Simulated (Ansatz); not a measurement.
## Li2O (Fm-3m): G0W0 against its settings

A 3-atom cell of Li2O started from a crystallographic database, relaxed with r2SCAN; one-shot G0W0 in Ansatz without spin-orbit coupling. No spin polarisation and no zero-point or thermal motion.

```cif
data_structure
_symmetry_space_group_name_H-M 'Fm-3m'
_symmetry_Int_Tables_number 225
_cell_length_a 4.5727
_cell_length_b 4.5727
_cell_length_c 4.5727
_cell_angle_alpha 90.000
_cell_angle_beta 90.000
_cell_angle_gamma 90.000
_cell_volume 95.62
loop_
_atom_site_label
_atom_site_type_symbol
_atom_site_symmetry_multiplicity
_atom_site_Wyckoff_symbol
_atom_site_fract_x
_atom_site_fract_y
_atom_site_fract_z
_atom_site_occupancy
Li1 Li 8 c 0.25000 0.75000 0.75000 1
O1 O 4 a 0.00000 0.00000 0.00000 1
```

Gaps are read over the mesh points alone. G0W0 values are finite-basis, finite-mesh values.

| start | potentials | frequency model | mesh | empty bands | screening cutoff (eV) | Kohn-Sham gap (eV) | G0W0 gap (eV) |
| --- | --- | --- | --- | --- | --- | --- | --- |
| PBE | PAW | contour deformation | 6×6×6 | 54 | 100 | 5.05 | 7.09 |
| PBE | PAW | contour deformation | 6×6×6 | 131 | 180 | 5.05 | 7.33 |
| PBE | PAW | contour deformation | 6×6×6 | 254 | 260 | 5.05 | 7.46 |
| HSE06 | PAW | contour deformation | 6×6×6 | 131 | 180 | 6.65 | 8.17 |
| r2SCAN | PAW | contour deformation | 6×6×6 | 131 | 180 | 5.77 | 7.72 |
| PBE0 | PAW | contour deformation | 6×6×6 | 131 | 180 | 7.39 | 8.40 |
| PBE | PAW | Godby-Needs pole | 6×6×6 | 131 | 180 | 5.05 | 7.26 |
| PBE | PAW | contour deformation | 10×10×10 | 38 | 80 | 5.05 | 7.02 |
| PBE | norm-conserving | contour deformation | 6×6×6 | 131 | 180 | 5.05 | 7.35 |

The quasiparticle gap on this mesh is 7.46 eV (Γ to X), against 5.05 eV from PBE: +2.41 eV. Renormalisation factors Z lie between 0.76 and 0.85.

Raising bands and cutoff together moves the gap by +0.24 eV (100 to 180 eV), then +0.13 eV (180 to 260 eV); the last step is still large, so the basis limit isn't reached. Starting from HSE06 (6.65 eV against PBE's 5.05 eV) gives 8.17 eV, +0.84 eV from G0W0@PBE at the same screening cutoff. Starting from r2SCAN (5.77 eV against PBE's 5.05 eV) gives 7.72 eV, +0.39 eV from G0W0@PBE at the same screening cutoff. Starting from PBE0 (7.39 eV against PBE's 5.05 eV) gives 8.40 eV, +1.07 eV from G0W0@PBE at the same screening cutoff. The Godby-Needs plasmon pole differs from contour deformation by -0.07 eV. Norm-conserving potentials (wave cutoff 1240 eV against 420 eV) shift the quasiparticle gap by +0.02 eV and the PBE gap by 0.00 eV. r2SCAN runs take a wave cutoff of 500 eV.
